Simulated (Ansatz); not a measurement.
# Strain and the gap of GaP (F-43m)

GaP (started from an entry of an open crystallographic database), relaxed with r2SCAN in Ansatz 0.2.0. The symmetry is F-43m (No. 216, cubic); a = 5.451 Å in the conventional setting, 20.24 Å³ an atom. Around Ga lie 4 P at 2.36 Å; around P lie 4 Ga at 2.36 Å.

The axes x, y and z are those of this cell:
```
CELL_PARAMETERS angstrom
0.00000 2.72541 2.72541
2.72541 0.00000 2.72541
2.72541 2.72541 0.00000
ATOMIC_POSITIONS crystal
Ga 0.00000 0.00000 0.00000
P 0.25000 0.25000 0.25000
```

Unstrained: PBE gives an indirect gap of 1.592 eV, from Γ to Γ–X (0.85 of the way from Γ); the least direct gap is 1.827 eV at Γ. r2SCAN gives an indirect gap of 1.844 eV, from Γ to Γ–X (0.85 of the way from Γ); the least direct gap is 2.364 eV at Γ. The HSE06 gap is indirect, 2.260 eV (Γ to Γ–X (0.85 of the way from Γ)), below the direct gap of 2.799 eV at Γ. Meshes: PBE 8×8×8, r2SCAN 8×8×8, HSE06 6×6×6. Strains are changes of length per length, and xy shears are angles. After each strain the atoms were relaxed again with r2SCAN within the symmetry that the strain leaves, so tilts or polar shifts that break it weren't tested; points keep the names that they have in the unstrained zone. The values are computed, spin-unpolarised, and not measurements.

Changes of the least gap in eV (an overlap counts as a negative gap):

| strain | volume change (%) | space group | PBE | r2SCAN | HSE06 | G0W0@PBE (mesh) | energy rise, r2SCAN (meV/atom) |
| --- | --- | --- | --- | --- | --- | --- | --- |
| uniaxial -3.57 % along y | -3.6 | I-4m2 | -0.412 | -0.429 | -0.421 | -0.36 | 11.9 |
| xy shear, engineering strain (angle) +5.01 % | -0.1 | Imm2 | -0.458 | -0.485 | -0.477 | -0.48 | 11.6 |
| uniaxial -5.52 % along x | -5.5 | I-4m2 | -0.645 | -0.670 | -0.659 | -0.57 | 28.7 |
| biaxial -3.35 % in x and y, z held | -6.6 | I-4m2 | -0.300 | -0.305 | -0.305 | -0.27 | 31.4 |

Unstrained, G0W0@PBE with 168 empty bands, a screening cutoff of 150 eV and a 4×4×4 mesh gives 2.10 eV on its mesh; the band count follows the volume. The G0W0 figures hold for the stated bands, cutoff and mesh and aren't extrapolated.

Uniaxial -3.57 % along y, other directions held. HSE06: the gap goes from 2.260 to 1.839 eV (-0.421 eV); the edges go from Γ → Γ–X (0.85) to Γ → Γ–X (0.84); with r2SCAN the top three valence levels at Γ, degenerate before, become 1+2 from the top over 209 meV. Stress change with r2SCAN, compression positive: xx +2.50, yy +5.29, zz +2.50 GPa.

Xy shear, engineering strain (angle) +5.01 %. HSE06: the gap goes from 2.260 to 1.783 eV (-0.477 eV); the edges go from Γ → Γ–X (0.85) to Γ → X; with r2SCAN the top three valence levels at Γ, degenerate before, become 1+1+1 from the top over 396 meV. Stress change with r2SCAN, compression positive: xx +0.15, yy +0.15, zz -0.02, xy -3.67 GPa.

Uniaxial -5.52 % along x, other directions held. HSE06: the gap goes from 2.260 to 1.601 eV (-0.659 eV); the edges go from Γ → Γ–X (0.85) to Γ → Γ–X (0.84); with r2SCAN the top three valence levels at Γ, degenerate before, become 1+2 from the top over 320 meV. Stress change with r2SCAN, compression positive: xx +8.34, yy +4.17, zz +4.17 GPa.

Biaxial -3.35 % in x and y, z held. HSE06: the gap goes from 2.260 to 1.955 eV (-0.305 eV); with r2SCAN the top three valence levels at Γ, degenerate before, become 2+1 from the top over 226 meV. Stress change with r2SCAN, compression positive: xx +7.92, yy +7.92, zz +4.92 GPa.

Where an edge lies off the special points, it is a point of the mesh or the k point where a search put PBE's edge or least direct gap, reused for the other functionals, whose own edges may lie a little apart.

The meshes of the hybrids are coarse, so their gaps aren't converged to the digits shown.

The splittings at Γ are without spin-orbit coupling, which regroups them where it is of like size or larger.

With a shallow d shell on the cation, G0W0 converges slowly in bands and cutoff, so these values are in doubt.
